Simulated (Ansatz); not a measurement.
**What a change of settings does: Pb (bcc type)**

First run: DFT, PBE, PAW with Ansatz's default frozen-core files, scalar-relativistic (Ansatz 0.2.0).

Command: `ansatz run input.yaml --threads 1 --pin off --max-ram 3584MiB --backend cpu --events-out ev --progress --plain --runs-dir out` It took 62 s on 1 thread of Intel(R) Xeon(R) Platinum 8259CL CPU @ 2.50GHz (Skylake/Cascade Lake) (shared host), peak memory 0.86 GiB.

```yaml
crystal:
  lattice:
    - [-3.9997510289, 7.9995020578, 0.0]
    - [0.0, 0.0, 3.9997510289]
    - [7.9995020578, 3.9997510289, 0.0]
  atoms:
    - { symbol: Pb, position: [0.0, 0.0, 0.0] }
    - { symbol: Pb, position: [0.4, 0.0, 0.2] }
    - { symbol: Pb, position: [0.1, 0.5, 0.3] }
    - { symbol: Pb, position: [0.2, 0.0, 0.6] }
    - { symbol: Pb, position: [0.7, 0.5, 0.1] }
    - { symbol: Pb, position: [0.8, 0.0, 0.4] }
    - { symbol: Pb, position: [0.5, 0.5, 0.5] }
    - { symbol: Pb, position: [0.6, 0.0, 0.8] }
    - { symbol: Pb, position: [0.3, 0.5, 0.9] }
    - { symbol: Pb, position: [0.9, 0.5, 0.7] }
kpoints:
  mp_grid: { grid: [4, 9, 4] }
scf:
  occupations: { method: fermi_dirac, width: 0.1 }
hamiltonian:
  xc: pbe
  pseudopotentials: { kind: paw }
output:
  forces: true
  stress: true
  eigenvalues: true
  write_density: true
  write_potential: true
  elf: true
  volumetric_format: npy
```

The cell comes from a relaxation on PAW files under the same functional, begun from a prototype that needn't be the stable phase.

This run: bulk in the slab's orientation.

It converges in 6 SCF iterations at a pressure of -0.02 GPa, cutoff 420 eV.

The input is then changed:

```diff
 kpoints:
-  mp_grid: { grid: [4, 9, 4] }
+  mp_grid: { grid: [1, 3, 1] }
 scf:
   occupations: { method: fermi_dirac, width: 0.1 }
+  n_extra_bands: 32
 hamiltonian:
   eigenvalues: true
-  write_density: true
-  write_potential: true
-  elf: true
-  volumetric_format: npy
```

Question: Predict the outcome of the changed run.

Answer: It converges in 6 SCF iterations at a pressure of 2.44 GPa, cutoff 420 eV, free energy +0.20 eV/atom against the first run's. More than one line changes, and not each need have an effect. Some of the changed settings are coarser than converged work would use. Results part of its log:
```
SCF 1 converged in 6 iterations: F = -119061.760890 eV  dr2 = 4.60e-8
  greatest PAW one-centre occupation: 0.978 electrons in one spin orbital (limit 2), on the Pb atom at site 9 (counted from 0), in its partial waves of l = 2
SCF converged after 6 iterations
Free energy (F): -119061.760890 eV
Harris-Foulkes:  -119061.760890 eV  (|F-HF|=2.52e-8)
Internal energy: -119061.057479 eV  (E = F + TS)
E sigma→0 (E₀):  -119061.409184 eV
Entropy (-TS):   -0.703412 eV (-70.341 meV/atom)
Fermi energy:    10.047313 eV
--- Per-component energies (eV) ---
  E_band       = -463.124386
  E_kinetic    = 2889.323605
  E_local      = -10509.793560  (includes V_loc(G=0)·N_el)
[... lines left out ...]
  atom   7  Pb    -0.00000000    -0.00000000     0.00000000
  atom   8  Pb     0.00000000     0.00000000     0.00000000
  atom   9  Pb     0.00000000     0.00000000    -0.00000000
  atom  10  Pb     0.00000000     0.00000000    -0.00000000
  max |Σ_I F_I| component: 5.49e-25 eV/Å
--- Stress (GPa, compression-positive) ---
        3.655719       0.000000      -0.000000
       -0.000000       3.655719      -0.000000
       -0.000000       0.000000       0.002843
  P = ⅓ Tr σ = 2.4381 GPa (24.381 kbar)
--- Band table (eV) ---
  k-point 0: bands = ["-6.8992", "-6.8959", "-6.8695", "-6.8695", "-6.8695", "-6.8695", "-6.8553", "-6.8553", "-6.8534", "-6.8098", "-6.8098", "-6.8098", "-6.8098", "-6.8086", "-6.8086", "-6.8086", "-6.8086", "-6.7967", "-6.7967", "-6.7967", "-6.7967", "-6.7313", "-6.7313", "-6.7313", "-6.7313", "-6.6989", "-6.6989", "-6.6989", "-6.6989", "-6.6787", "-6.6787", "-6.6787", "-6.6787", "-6.6598", "-6.6598", "-6.6598", "-6.6598", "-6.6502", "-6.6468", "-6.6444", "-6.6444", "-6.6444", "-6.6444", "-6.5669", "-6.5669", "-6.5669", "-6.5669", "-6.5531", "-6.5531", "-6.5512", "-1.1908", "0.6901", "0.6901", "0.6901", "0.6901", "2.3183", "2.3183", "2.3183", "2.3183", "4.8498", "8.2431", "8.2431", "8.2431", "8.2431", "9.8846", "9.8873", "9.8873", "9.9591", "9.9591", "9.9591", "9.9591", "12.0596", "12.0596", "12.0596", "12.0596", "13.0077", "13.0077", "13.0077", "13.0077", "13.8870", "13.8870", "13.8871", "13.8871", "14.7212", "14.7217", "14.8455", "14.8455", "14.8455", "14.8455", "17.3847", "17.3881", "17.3881", "17.7676", "17.7676", "17.7676", "17.7676", "18.8069", "18.8069", "18.8069", "18.8069", "20.2287", "20.2287"]
  k-point 1: bands = ["-6.8911", "-6.8911", "-6.8911", "-6.8911", "-6.8810", "-6.8810", "-6.8810", "-6.8810", "-6.8320", "-6.8227", "-6.8227", "-6.8227", "-6.8227", "-6.8006", "-6.8006", "-6.7842", "-6.7815", "-6.7815", "-6.7815", "-6.7815", "-6.7778", "-6.7074", "-6.6975", "-6.6975", "-6.6975", "-6.6975", "-6.6694", "-6.6694", "-6.6694", "-6.6694", "-6.6586", "-6.6586", "-6.6586", "-6.6586", "-6.6579", "-6.6579", "-6.6579", "-6.6579", "-6.6566", "-6.6507", "-6.6507", "-6.6267", "-6.5979", "-6.5979", "-6.5979", "-6.5979", "-6.5722", "-6.5722", "-6.5722", "-6.5722", "-0.1293", "1.5963", "1.5963", "1.5963", "1.5963", "2.7048", "2.7048", "2.7048", "2.7048", "2.7420", "7.3557", "7.3557", "7.3557", "7.3557", "8.3871", "8.3871", "8.3871", "8.3871", "9.9952", "10.0767", "10.0767", "10.0767", "10.0767", "11.1819", "11.1819", "11.8840", "11.8840", "11.8840", "11.8840", "13.0674", "13.6384", "13.6384", "13.6384", "13.6384", "14.5810", "14.5810", "14.7813", "14.7813", "14.7813", "14.7813", "15.4981", "17.9191", "18.9898", "18.9898", "18.9898", "18.9898", "19.5537", "20.3861", "20.3861", "20.3861", "20.3861", "21.0893"]
```
